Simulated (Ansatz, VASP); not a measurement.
## One calculation of AlN, two programs

```
Al N
1.0
     0.00000    2.13766    2.21415
     2.21415    0.00000    2.21415
     2.21415    2.13766    0.00000
Al N
1 1
Direct
  0.98873 0.01127 0.01127
  0.77170 0.72830 0.72830
```

Change from the starting cell: mode 4 frozen in at -0.095 Å, strain +e along z and -e/2 along x and y -0.0233.

Alike in both runs: task single point; functional PBEsol; k mesh 10 × 10 × 10; occupations gaussian, width 0.05 eV; no spin polarisation.

```csv
,VASP,Ansatz
version,VASP 6.6.1,Ansatz 0.2.0
potentials or method,"VASP PAW PBE potentials, release 64 (Al, N)","scalar-relativistic, plane waves, PAW"
plane-wave cutoff (eV),520,520
valence electrons in the cell,8,8
```

|  | VASP | Ansatz | Ansatz less VASP |
| --- | --- | --- | --- |
| gap on the k mesh at the Fermi level (eV) | 2.69 | 2.70 | +0.008 |
| least direct gap on the mesh (eV) | 3.65 | 3.63 | -0.016 |
| pressure (GPa) | 2.7 | 2.6 | -0.06 |
| largest component of the traceless stress (GPa) | 10.37 | 10.20 | -0.169 |
| rms of the force components (eV/Å) | 1.208 | 1.199 | -0.0098 |

Atom by atom the forces differ by 0.010 eV/Å (rms over components). The functional is the same, so the differences come from potentials, cutoffs and numerics. Ansatz warned: «pseudo_functional_mismatch».

Caveats: the PAW data sets were made with another functional, which shifts forces and pressure a little (VASP). A k mesh can miss the band edges.
